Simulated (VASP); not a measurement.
# CoO: core levels, initial state, by Hubbard U

CoO, Fm-3m (no. 225), 2 atoms in the cell.

| Hubbard U | Core level of the first element (eV) | Core level of the second element (eV) | Time (s) |
|---|---|---|---|
| – | 762.93 | 506.54 | 9.9 |
| Co shell d, U 2 | 762.77 | 506.01 | 9.7 |
| Co shell d, U 4 | 762.54 | 505.61 | 9.3 |
| Co shell d, U 6 | 762.21 | 505.27 | 9.2 |

Limits: Levels are depths of Co 2p, O 1s below the Fermi level, elements in the POSCAR's order.

## Input of the first row

INCAR:
```
SYSTEM = CoO
GGA      = PE             ! functional
PREC     = Accurate       ! precision mode
ENCUT    = 600            ! plane-wave cutoff, eV
EDIFF    = 1E-7           ! SCF threshold, eV
LREAL    = .FALSE.        ! projectors in reciprocal space
LASPH    = .TRUE.         ! aspherical terms in the spheres
ALGO     = Normal         ! electronic algorithm
NELM     = 120            ! most SCF steps
LWAVE    = .FALSE.        ! write WAVECAR
LCHARG   = .FALSE.        ! write CHGCAR
ISMEAR   = 0              ! smearing method
SIGMA    = 0.02           ! smearing width, eV
ISPIN    = 2              ! spin polarisation
MAGMOM   = 2 0            ! initial moments
LORBIT   = 11             ! projections on sites
LMAXMIX  = 4              ! l up to which the mixer works
KPAR     = 2            
ICORELEVEL= 1             
```

KPOINTS:
```
k-points
0
Gamma
  10 10 10
```

POSCAR:
```
CoO
1.0
    0.0000000000      2.1315000000      2.1315000000
    2.1315000000      0.0000000000      2.1315000000
    2.1315000000      2.1315000000      0.0000000000
Co O
1 1
Direct
    0.0000000000      0.0000000000      0.0000000000
    0.5000000000      0.5000000000      0.5000000000
```

Commands:
```
cat potpaw_PBE.64/Co/POTCAR potpaw_PBE.64/O/POTCAR > POTCAR
mpirun -np 2 vasp_std > vasp.out
```

Changes of the last row against the first:
```
+ LDAU = True
+ LDAUTYPE = 2
+ LDAUL = 2 -1
+ LDAUU = 6 0
+ LDAUJ = 0 0
```

VASP 6.6.1 took 9.9 s on 2 cores (Intel Xeon Platinum 8488C (Sapphire Rapids)), a shared host.
